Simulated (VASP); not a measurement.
Here is a VASP 6.6.1 calculation.

POSCAR

```
GaAs                                    
1.0
    0.0000000000      2.8313993252      2.8313993252
    2.8313993252      0.0000000000      2.8313993252
    2.8313993252      2.8313993252      0.0000000000
  Ga              As            
     1     1
Direct
     0.0000000000000000    0.0000000000000000    0.0000000000000000
     0.2500000000000000    0.2500000000000000    0.2500000000000000
```

Contents of INCAR.step1:

```
SYSTEM = GaAs
  PREC = Accurate
  ENCUT = 520
  EDIFF = 1E-5
  ISMEAR = 0
  SIGMA = 0.03
  LREAL = .False.
  LASPH = .True.
  NELM = 80
  ALGO = Normal
  ISIF = 2
  LWAVE = .True.
  LCHARG = .False.
  LNONCOLLINEAR = .True.
  MAGMOM = 0 0 0 0 0 0
  LORBIT = 11
  LSORBIT = .True.
  GGA_COMPAT = .False.
  NBANDS = 30
  KPAR = 4
  GGA = PE
```

INCAR.step2

```
SYSTEM = GaAs
  PREC = Accurate
  ENCUT = 520
  EDIFF = 1E-6
  ISMEAR = 0
  SIGMA = 0.03
  LREAL = .False.
  LASPH = .True.
  NELM = 80
  ALGO = Normal
  ISIF = 2
  LWAVE = .False.
  LCHARG = .False.
  LNONCOLLINEAR = .True.
  MAGMOM = 0 0 0 0 0 0
  LORBIT = 11
  LSORBIT = .True.
  GGA_COMPAT = .False.
  GGA = PE
  LHFCALC = .True.
  HFSCREEN = 0.2
  PRECFOCK = Fast
  NBANDS = 30
  KPAR = 4
  ISTART = 1
```

File KPOINTS:

```
Automatic mesh
0
Gamma
  4 4 4
  0 0 0
```

Contents of KPOINTS_OPT:

```
explicit points
6
Reciprocal
 0.0000000000  0.0000000000  0.0000000000 1
 0.3750000000  0.3750000000  0.7500000000 1
 0.5000000000  0.5000000000  0.5000000000 1
 0.6250000000  0.2500000000  0.6250000000 1
 0.5000000000  0.2500000000  0.7500000000 1
 0.5000000000  0.0000000000  0.5000000000 1
```

Potentials or basis: VASP PAW PBE potentials, release 64 (Ga_d, As).

The run is started by

```bash
$ cat potpaw_PBE.64/Ga_d/POTCAR potpaw_PBE.64/As/POTCAR > POTCAR
$ cp INCAR.step1 INCAR
$ mpirun -np 4 vasp_ncl > vasp.out
$ cp INCAR.step2 INCAR
$ mpirun -np 4 vasp_ncl > vasp.out
```

Problem. What does it give for the pressure?

Solution. 0.9 GPa.

Caveat: the k mesh is coarse (spacing up to 0.48 Å⁻¹), so the values aren't converged, least of all with exact exchange; the PAW data sets were made with another functional, which shifts forces and pressure a little.
